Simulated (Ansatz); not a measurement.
A relaxed cell of In₃GaP₄ is given with its symmetry left out. The cell was found from a structure generator's guess, not taken from experiment.

Theory: DFT PBE, scalar-relativistic, plane waves, PAW in Ansatz. Cutoff 420 eV, Γ-centred mesh, Gaussian smearing, no spin polarisation.

```xyz
8
Lattice="3.8665 0.0000 0.0000 0.0000 3.8665 0.0000 0.0000 0.0000 10.8854" Properties=species:S:1:pos:R:3 pbc="T T T"
In    0.0000    0.0000    0.0000
In    1.9333    1.9333    2.7560
In    1.9333    1.9333    8.1294
Ga    0.0000    0.0000    5.4427
P     0.0000    0.0000    2.8892
P     1.9333    1.9333    5.4427
P     0.0000    0.0000    7.9962
P     1.9333    1.9333    0.0000
```

Energies over the elements count from the elements' standard structures at the same level, with no fitted energy shifts. The references include black phosphorus.

(1) What space group does it have?

(2) How far does it lie from the elements in energy?

(3) Is it a metal?

Answers

(1) P4/mmm (No. 123), with In and Ga ordered on rock salt sites. Conventional cell: a = 3.867 Å, c = 10.885 Å. Around In on a site of symmetry 4/mmm lie 6 P at 2.73–2.89 Å; In on a site of symmetry 4mm is surrounded by 6 P at 2.69–2.76 Å; Ga has 2 P at 2.55 Å and 4 P at 2.73 Å; P on a site of symmetry 4mm is surrounded by 1 Ga at 2.55 Å and 5 In at 2.74–2.89 Å; 2 more sites not described.

(2) +0.02 eV/atom. The formation energy is too near zero to say whether this cell lies below the elements.

(3) Yes, bands cross the Fermi level on the 10×10×4 mesh.

The last run used a 10×10×4 mesh (in the run's order of axes) for its 8-atom cell and Gaussian smearing of 0.10 eV. For metals, differences of a few meV/atom aren't resolved. The reference form of P is held partly by dispersion forces, which this level lacks. Symmetry constrained the relaxation, so the result can be a saddle point. Another cell of In3GaP4 relaxed alike, in P-43m, lies 294 meV/atom lower, so this cell isn't the stable form at this level.
